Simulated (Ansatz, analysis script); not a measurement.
**Free-standing square Os monolayer, spacing 3.069 Å: spin spirals and exchange**

The cell holds 1 atom: 1 Os. Cell: a = 3.069 Å, b = 3.069 Å, c = 14.000 Å, α = 90.0°, β = 90.0°, γ = 90.0°. An idealised lattice of chosen spacing, in vacuum. Vacuum lies along c.

- method: PBE, PAW set soft_2; spin spirals by the generalised Bloch theorem, no spin–orbit coupling (and 2 further levels or steps)
- program: Ansatz 0.2.0 and analysis script 1
- settings of one run: cutoff 420 eV, 20×20×1 k-mesh, Fermi-Dirac occupations, smearing width 0.1 eV, cone angle 90 °, wavevectors 11, starting moments 2.43 μB
- notes: No spin model is given, since a fit of a few shells misses single points by over 4 % of their range. The cell was taken as built, with atoms unrelaxed.
- lowest point of the path: q = (0.2, 0.2, 0), -22.6 meV a magnetic atom from q = 0
- highest point: 97.1 meV a magnetic atom

The state at q = (0.2, 0.2, 0) lies 22.6 meV a magnetic atom below the ferromagnetic start, so that start is not the lowest state. The moments change by at most 13 % from their size at q = 0, a modest change.

[Hosts, paths, dates, database ids (printed as entryN), source tags and the programs' standing remarks are cut or masked in the printed files.]
